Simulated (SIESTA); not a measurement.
ZrO2:

```
CELL_PARAMETERS angstrom
0.00000 2.54507 2.54507
2.54507 0.00000 2.54507
2.54507 2.54507 0.00000
ATOMIC_POSITIONS crystal
Zr 0.00000 0.00000 0.00000
O 0.75000 0.75000 0.75000
O 0.25000 0.25000 0.25000
```

Measurements of this composition are mostly on another form, of space group No. 14.

Base run:

| Quantity | Value |
| --- | --- |
| Program | SIESTA 5.4.2 |
| Functional | PBE |
| Potentials or basis | PseudoDojo 0.4 standard (PBE files) |
| Basis | DZ (energy shift 0.003 Ry; two zetas on semicore shells) |
| Grid cutoff | 800 Ry |
| Energy shift | 0.003 Ry |
| k mesh | 9 × 9 × 9 |
| Occupations | fermi-dirac, width 0.05 eV |
| Spin | no spin polarisation |

Its results: band gap on the k mesh 3.22 eV, indirect (least direct gap 3.73 eV); pressure 9.8 GPa.

Q: The run is repeated on the same cell with these changes: basis from DZ (energy shift 0.003 Ry; two zetas on semicore shells) to TZP (energy shift 0.003 Ry; two zetas on semicore shells). What comes out?

A: Band gap on the k mesh 3.22 eV, indirect (least direct gap 3.71 eV); pressure 7.9 GPa.

Caveats: the basis of atomic orbitals isn't converged, which shifts pressures, moduli and gaps; the basis has no polarisation orbitals (some runs).

A k mesh can miss the band edges.
